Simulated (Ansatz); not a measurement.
# Residual resistivity of an alloy: Mo(100) with 4 layers of random Mo-W, 2x2, part 2 of 2

How strongly does chemical disorder scatter in Mo(100) with 4 layers of random Mo-W, 2x2?

Ansatz 0.2.0; Ansatz plane-wave DFT, PBE, PAW files; ballistic transport by layer matching (Landauer), zero bias; PAW set soft_1.

So far. Step 3 (With 8 alloy layers): Over the solved energies the transmission per spin lies between 6.04 and 6.09, out of 6.59 channels of the lead on average (up to 6.66).

## 4. With 12 alloy layers

In 12 layers a share of 0.25 of the sites is given to W at random. A fresh draw is used; the growth of the resistance with length is what counts.

System of this step: Mo(100) with 12 layers of random Mo-W, 2x2. The cell holds 88 atoms: 76 Mo and 12 W. Cell: a = 6.294 Å, b = 6.294 Å, c = 34.617 Å, α = 90.0°, β = 90.0°, γ = 90.0°. It derives from Mo. Regions: lead, 40 atoms (40 Mo); scattering region, 48 atoms (36 Mo and 12 W). The structure is stacked along c, and the current runs across the ab planes.

input.yaml reads:

```yaml
crystal:
  lattice:
    - [6.294, 0.0, 0.0]
    - [0.0, 6.294, 0.0]
    - [0.0, 0.0, 34.617]
  atoms:
    - { symbol: Mo, position: [0.0, 0.0, 0.0227272727] }
    - { symbol: Mo, position: [0.0, 0.5, 0.0227272727] }
    - { symbol: Mo, position: [0.5, 0.0, 0.0227272727] }
    - { symbol: Mo, position: [0.5, 0.5, 0.0227272727] }
    - { symbol: Mo, position: [0.25, 0.25, 0.0681818182] }
    - { symbol: Mo, position: [0.25, 0.75, 0.0681818182] }
    - { symbol: Mo, position: [0.75, 0.25, 0.0681818182] }
    - { symbol: Mo, position: [0.75, 0.75, 0.0681818182] }
    - { symbol: Mo, position: [0.0, 0.0, 0.1136363636] }
    - { symbol: Mo, position: [0.0, 0.5, 0.1136363636] }
    - { symbol: Mo, position: [0.5, 0.0, 0.1136363636] }
    - { symbol: Mo, position: [0.5, 0.5, 0.1136363636] }
    - { symbol: Mo, position: [0.25, 0.25, 0.1590909091] }
    - { symbol: Mo, position: [0.25, 0.75, 0.1590909091] }
    - { symbol: Mo, position: [0.75, 0.25, 0.1590909091] }
    - { symbol: Mo, position: [0.75, 0.75, 0.1590909091] }
    - { symbol: Mo, position: [0.0, 0.0, 0.2045454545] }
    - { symbol: Mo, position: [0.0, 0.5, 0.2045454545] }
    - { symbol: Mo, position: [0.5, 0.0, 0.2045454545] }
    - { symbol: Mo, position: [0.5, 0.5, 0.2045454545] }
    - { symbol: Mo, position: [0.25, 0.25, 0.25] }
    - { symbol: Mo, position: [0.25, 0.75, 0.25] }
    - { symbol: Mo, position: [0.75, 0.25, 0.25] }
    - { symbol: Mo, position: [0.75, 0.75, 0.25] }
    - { symbol: Mo, position: [0.0, 0.0, 0.2954545455] }
    - { symbol: Mo, position: [0.0, 0.5, 0.2954545455] }
    - { symbol: W, position: [0.5, 0.0, 0.2954545455] }
    - { symbol: Mo, position: [0.5, 0.5, 0.2954545455] }
    - { symbol: W, position: [0.25, 0.25, 0.3409090909] }
    - { symbol: W, position: [0.25, 0.75, 0.3409090909] }
    - { symbol: Mo, position: [0.75, 0.25, 0.3409090909] }
    - { symbol: Mo, position: [0.75, 0.75, 0.3409090909] }
    - { symbol: Mo, position: [0.0, 0.0, 0.3863636364] }
    - { symbol: W, position: [0.0, 0.5, 0.3863636364] }
    - { symbol: Mo, position: [0.5, 0.0, 0.3863636364] }
    - { symbol: Mo, position: [0.5, 0.5, 0.3863636364] }
    - { symbol: W, position: [0.25, 0.25, 0.4318181818] }
    - { symbol: Mo, position: [0.25, 0.75, 0.4318181818] }
    - { symbol: W, position: [0.75, 0.25, 0.4318181818] }
    - { symbol: Mo, position: [0.75, 0.75, 0.4318181818] }
    - { symbol: Mo, position: [0.0, 0.0, 0.4772727273] }
    - { symbol: Mo, position: [0.0, 0.5, 0.4772727273] }
    - { symbol: W, position: [0.5, 0.0, 0.4772727273] }
    - { symbol: Mo, position: [0.5, 0.5, 0.4772727273] }
    - { symbol: Mo, position: [0.25, 0.25, 0.5227272727] }
    - { symbol: Mo, position: [0.25, 0.75, 0.5227272727] }
    - { symbol: Mo, position: [0.75, 0.25, 0.5227272727] }
    - { symbol: Mo, position: [0.75, 0.75, 0.5227272727] }
    - { symbol: Mo, position: [0.0, 0.0, 0.5681818182] }
    - { symbol: Mo, position: [0.0, 0.5, 0.5681818182] }
    - { symbol: Mo, position: [0.5, 0.0, 0.5681818182] }
    - { symbol: Mo, position: [0.5, 0.5, 0.5681818182] }
    - { symbol: W, position: [0.25, 0.25, 0.6136363636] }
    - { symbol: Mo, position: [0.25, 0.75, 0.6136363636] }
    - { symbol: W, position: [0.75, 0.25, 0.6136363636] }
    - { symbol: Mo, position: [0.75, 0.75, 0.6136363636] }
    - { symbol: Mo, position: [0.0, 0.0, 0.6590909091] }
    - { symbol: W, position: [0.0, 0.5, 0.6590909091] }
    - { symbol: Mo, position: [0.5, 0.0, 0.6590909091] }
    - { symbol: W, position: [0.5, 0.5, 0.6590909091] }
    - { symbol: Mo, position: [0.25, 0.25, 0.7045454545] }
    - { symbol: Mo, position: [0.25, 0.75, 0.7045454545] }
    - { symbol: Mo, position: [0.75, 0.25, 0.7045454545] }
    - { symbol: W, position: [0.75, 0.75, 0.7045454545] }
    - { symbol: Mo, position: [0.0, 0.0, 0.75] }
    - { symbol: Mo, position: [0.0, 0.5, 0.75] }
    - { symbol: Mo, position: [0.5, 0.0, 0.75] }
    - { symbol: Mo, position: [0.5, 0.5, 0.75] }
    - { symbol: Mo, position: [0.25, 0.25, 0.7954545455] }
    - { symbol: Mo, position: [0.25, 0.75, 0.7954545455] }
    - { symbol: Mo, position: [0.75, 0.25, 0.7954545455] }
    - { symbol: Mo, position: [0.75, 0.75, 0.7954545455] }
    - { symbol: Mo, position: [0.0, 0.0, 0.8409090909] }
    - { symbol: Mo, position: [0.0, 0.5, 0.8409090909] }
    - { symbol: Mo, position: [0.5, 0.0, 0.8409090909] }
    - { symbol: Mo, position: [0.5, 0.5, 0.8409090909] }
    - { symbol: Mo, position: [0.25, 0.25, 0.8863636364] }
    - { symbol: Mo, position: [0.25, 0.75, 0.8863636364] }
    - { symbol: Mo, position: [0.75, 0.25, 0.8863636364] }
    - { symbol: Mo, position: [0.75, 0.75, 0.8863636364] }
    - { symbol: Mo, position: [0.0, 0.0, 0.9318181818] }
    - { symbol: Mo, position: [0.0, 0.5, 0.9318181818] }
    - { symbol: Mo, position: [0.5, 0.0, 0.9318181818] }
    - { symbol: Mo, position: [0.5, 0.5, 0.9318181818] }
    - { symbol: Mo, position: [0.25, 0.25, 0.9772727273] }
    - { symbol: Mo, position: [0.25, 0.75, 0.9772727273] }
    - { symbol: Mo, position: [0.75, 0.25, 0.9772727273] }
    - { symbol: Mo, position: [0.75, 0.75, 0.9772727273] }
kpoints:
  mp_grid: { grid: [4, 4, 1] }
hamiltonian:
  xc: pbe
  pseudopotentials: { kind: paw, azcp: { folder: soft_1 } }
scf:
  occupations: { method: fermi_dirac, width: 0.1 }
output:
  transmission: { leads: [[0, 4]], kmesh: [8, 8], e_range: [-0.05, 0.05], de: 0.05 }
  write_potential: true
  write_density: true
  volumetric_format: npy
```

Run with:

```
$ ansatz run input.yaml --threads 4 --pin off --max-ram 15360MiB --backend cpu --events-out ev --progress --plain --runs-dir out
```

Numbers of over 12 decimals in the logs are rounded to 6 here.

The log of the run:

```text
[...]
Crystal: 88 atoms, lattice volume = 1371.333 Å³
Basis set: ecut = 420 eV, 26839 PW (Γ)
Bands: 740, of which v1, the nominal top of the filled ones, is band 616 counted from 1 (615 counted from 0)
Symmetry: 1 space group operations
[...]
k-points: 10 of 16 (time reversal used)
[...]
SCF iter   1: F=—  HF=-501341.338645 eV  |F-HF|=—  |Δ(HF+E_count)|=         —  Δρ=1.02e-1  dr2=1.62e2  ethr=3.10e-3  ⟨swp⟩=4.6  Hψ=27522  notcnv=0
[...]
SCF iter   9: F=-501291.451952 eV  HF=-501291.451952 eV  |F-HF|=1.83e-8  |Δ(HF+E_count)|=   7.57e-9  Δρ=5.31e-7  dr2=2.03e-8  ethr=8.12e-12  ⟨swp⟩=6.8  Hψ=17054  notcnv=0
SCF 1 converged in 9 iterations: F = -501291.451952 eV  dr2 = 2.03e-8
[...]
transmission: 228 of 2278 steps passed
transmission: 456 of 2278 steps passed
[...]
transmission: 2278 of 2278 steps passed
SCF converged after 9 iterations
Free energy (F): -501291.451952 eV
[...]
Internal energy: -501289.412545 eV  (E = F + TS)
E sigma→0 (E₀):  -501290.432248 eV
Entropy (-TS):   -2.039407 eV (-23.175 meV/atom)
Fermi energy:    21.364812 eV
[...]
--- Band table (eV; the first three rows and the last of 10) ---
  k-point 0: bands = [... 612 lower, 21.2932, 21.2952, 21.2997, 21.3036, 21.3057, 21.3184, 21.4315, 21.4403, ... 120 higher]
  k-point 1: bands = [... 612 lower, 21.3033, 21.3053, 21.3419, 21.3475, 21.3533, 21.3597, 21.3731, 21.3763, ... 120 higher]
  k-point 2: bands = [... 612 lower, 21.3096, 21.3274, 21.3635, 21.3714, 21.4756, 21.4937, 21.5556, 21.5827, ... 120 higher]
  k-point 9: bands = [... 612 lower, 20.6001, 20.6085, 20.6240, 20.6321, 21.6514, 21.6672, 21.6896, 21.7047, ... 120 higher]
--- Transmission ---
  basis      : 349 plane waves across, 67 finite elements along
  points     : 34, standing for a mesh of 8 x 8
[...]
channels       : 6.593750e0 a spin
[...]
slowest decay  : 0.0443 /Å at (0.3750, 0.5000)
  junction   : crystal 0 to crystal 0, 0.70 to 33.74 Å
    transmission   : 5.795859e0 a spin
[...]
```

It took 21 min on 4 threads of Arm Neoverse V2, shared host; peak memory 8.3 GiB; 79 min of CPU time.

Numbers from this step:

- free energy: -501291.4520 eV
- energy at zero smearing: -501290.4322 eV
- Fermi energy: 21.36 eV
- transmission per spin nearest the Fermi level: 5.796
- step of the lead's potential: 1.1 meV

Per spin. Transmission, zone mean against energy, zero at the Fermi level:

| energy (eV) | transmission, zone mean |
| --- | --- |
| -0.0500 | 5.83 |
| 0.0000 | 5.80 |
| 0.0500 | 5.89 |

Over the solved energies the transmission per spin lies between 5.80 and 5.89, out of 6.64 channels of the lead on average (up to 6.78).

## 5. Resistance against length

This step: Ansatz plane-wave DFT, PBE, PAW files; ballistic transport by layer matching (Landauer), zero bias; residual resistivity from the slope of the area resistance, atoms on the host's lattice; PAW set soft_1 (Ansatz 0.2.0).

Numbers from this step:

- resistivity: 5.283 µΩ cm
- intercept: 0.003862 fΩ m²
- scatter about the fit: 0.002267 fΩ m²

Resistance, by row:

| run | length (Å) | T | channels N | RA (fΩ m²) |
| --- | --- | --- | --- | --- |
| n4 | 6.294 | 6.431 | 6.76 | 0.03871 |
| n8 | 12.59 | 6.068 | 6.594 | 0.06716 |
| n12 | 18.88 | 5.838 | 6.635 | 0.1052 |

Table of area resistance by length of the alloy:

| length of the alloy (Å) | area resistance (fΩ m²) |
| --- | --- |
| 6.29 | 0.0387 |
| 12.59 | 0.0672 |
| 18.88 | 0.105 |

The area resistance goes from 0.039 to 0.11 fΩ m² between 6.3 and 18.9 Å, a slope of 5.3 µΩ cm.

By hand from the end points: (0.1052 − 0.03871) fΩ m² / (18.88 − 6.29) Å = 5.3 µΩ cm, since 1 fΩ m² per Å is 1000 µΩ cm.

## 6. Summary of results

| Property | Result |
| --- | --- |
| resistivity from the slope | 5.28 µΩ cm |
| area resistance over 6.29 Å | 0.0387 fΩ m² |
| area resistance over 12.6 Å | 0.0672 fΩ m² |
| area resistance over 18.9 Å | 0.105 fΩ m² |

**Reading.** The slope gives 5.3 µΩ cm. The points scatter by 0.0023 fΩ m² about the line, with one random draw a length in a 2x2 cell, so the slope is a rough value. The lead's own channel count moves between the runs (6.76, 6.59 and 6.64), which shifts RA and the slope too. Read with a model of isotropic scattering on a spherical Fermi surface and the lead's 1.3×10¹⁵ S/m², this slope means a mean free path near 126 Å; over these lengths the model's slope is 1.17 times its bulk resistivity, which would be 4.5 µΩ cm. The atoms sit on the host's lattice, so scattering by size misfit is left out. Spin-orbit coupling is left out, which matters for W.

[Logs are printed without paths, hosts, clocks, repeated set-up lines and the standing remarks that a program may print on its own settings, such as how far it seeks lower states.]

[Hosts, paths, dates, database ids (printed as entryN), source tags and the programs' standing remarks are cut or masked in the printed files.]
